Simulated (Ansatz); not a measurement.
Crystal: MoP.

```
Mo P
1.0
     3.22300    0.00000    0.00000
    -1.61150    2.79120    0.00000
     0.00000    0.00000    3.19100
Mo P
1 1
Cartesian
  0.0000 0.0000 0.0000
  0.0000 1.8608 1.5955
```

```yaml
Program: Ansatz 0.2.0
Task: relaxation of cell and atoms
Functional: PBEsol0
Potentials_or_basis: Ansatz PAW
Cutoff: "420 eV (not typed: the program's choice for these potentials)"
k_mesh: 5 × 5 × 4
Occupations: fermi-dirac, width 0.05 eV
Spin: no spin polarisation
```

At the start: volume 14.35 Å³/atom.

Problem. Where does the relaxation end?

Solution. It ends after 5 steps and the volume is 13.80 Å³/atom (-3.9 %); space group P-6m2 (No. 187, to 0.05 Å).

Step by step:
```tsv
step	energy change (eV)	largest force (eV/Å)	volume (Å³)
1	0.0000	0.0000	28.71
2	-0.0381	0.0000	27.76
3	-0.0390	0.0000	27.60
4	-0.0390	0.0000	27.60
5	-0.0388	0.0000	27.60
```

Final structure:
```xyz
2
Lattice="3.1578 0.0000 0.0000 -1.5789 2.7347 0.0000 0.0000 0.0000 3.1959" Properties=species:S:1:pos:R:3 pbc="T T T"
Mo    0.0000    0.0000    0.0000
P     0.0000    1.8231    1.5979
```

Caveat: the k mesh is coarse (spacing up to 0.49 Å⁻¹), so the values aren't converged, least of all with exact exchange; the plane-wave basis is chosen anew once the cell has moved, so the energies of steps on either side of that aren't comparable; the PAW data sets come from PBE, with cores solved anew for the run's functional, which leaves a small shift of forces and pressure.
